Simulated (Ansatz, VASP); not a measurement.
**ZnS (Wurtzite-2H) in VASP and in Ansatz**

Contents of INCAR:

```
SYSTEM = ZnS
PREC = Accurate
ENCUT = 520
EDIFF = 1E-6
ISMEAR = -1
SIGMA = 0.05
LREAL = .FALSE.
LASPH = .TRUE.
NELM = 60
ALGO = Normal
ISIF = 2
LWAVE = .FALSE.
LCHARG = .FALSE.
NBANDS = 26
```

KPOINTS

```
Automatic mesh
0
G
  8 8 5
  0 0 0
```

Contents of POSCAR:

```
ZnS
1.0
    3.8110000000      0.0000000000      0.0000000000
   -1.9055000000      3.3004228138      0.0000000000
    0.0000000000      0.0000000000      6.2340000000
Zn S
2 2
Direct
    0.6666666667      0.3333333333      0.5000000000
    0.3333333333      0.6666666667      0.0000000000
    0.6666666667      0.3333333333      0.8850000000
    0.3333333333      0.6666666667      0.3850000000
```

Contents of input.yaml:

```yaml
crystal:
  lattice:
    - [3.811, 0.0, 0.0]
    - [-1.9055, 3.3004228138, 0.0]
    - [0.0, 0.0, 6.234]
  atoms:
    - { symbol: Zn, position: [0.6666666667, 0.3333333333, 0.5] }
    - { symbol: Zn, position: [0.3333333333, 0.6666666667, 0.0] }
    - { symbol: S, position: [0.6666666667, 0.3333333333, 0.885] }
    - { symbol: S, position: [0.3333333333, 0.6666666667, 0.385] }
hamiltonian:
  xc: lda
  pseudopotentials: { kind: paw, xc_functional: lda, accuracy: standard }
kpoints:
  mp_grid: { grid: [8, 8, 5] }
scf:
  occupations: { method: fermi_dirac, width: 0.05 }
output:
  forces: true
  stress: true
  eigenvalues: true
```

Alike in both runs: task single point; functional LDA; k mesh 8 × 8 × 5; occupations fermi-dirac, width 0.05 eV; no spin polarisation.

|  | VASP | Ansatz |
| --- | --- | --- |
| version | VASP 6.6.1 | Ansatz 0.2.0 |
| potentials or method | VASP PAW LDA potentials, release 64 (Zn, S) | JTH PAW LDA |
| plane-wave cutoff (eV) | 520 | 960 |
| valence electrons in the cell | 36 | 36 |

Ansatz gave:

| Item | Value |
| --- | --- |
| gap on the k mesh at the Fermi level (eV) | 1.98 |
| least direct gap on the mesh (eV) | 1.98 |
| pressure (GPa) | -4.0 |
| largest component of the traceless stress (GPa) | 0.99 |
| rms of the force components (eV/Å) | 0.169 |

Task: Estimate VASP's values.

Result: gap on the k mesh at the Fermi level (eV): 2.02; least direct gap on the mesh (eV): 2.02; pressure (GPa): -3.7; largest component of the traceless stress (GPa): 1.03; rms of the force components (eV/Å): 0.172.

Atom by atom the forces differ by 0.003 eV/Å (rms over components).

Caveats: odd divisions of the mesh miss points on the zone boundary, where band edges often lie, so the gap on the mesh can be too wide (Ansatz). Expect the measured gap to be larger: semilocal functionals such as LDA lack the derivative discontinuity.
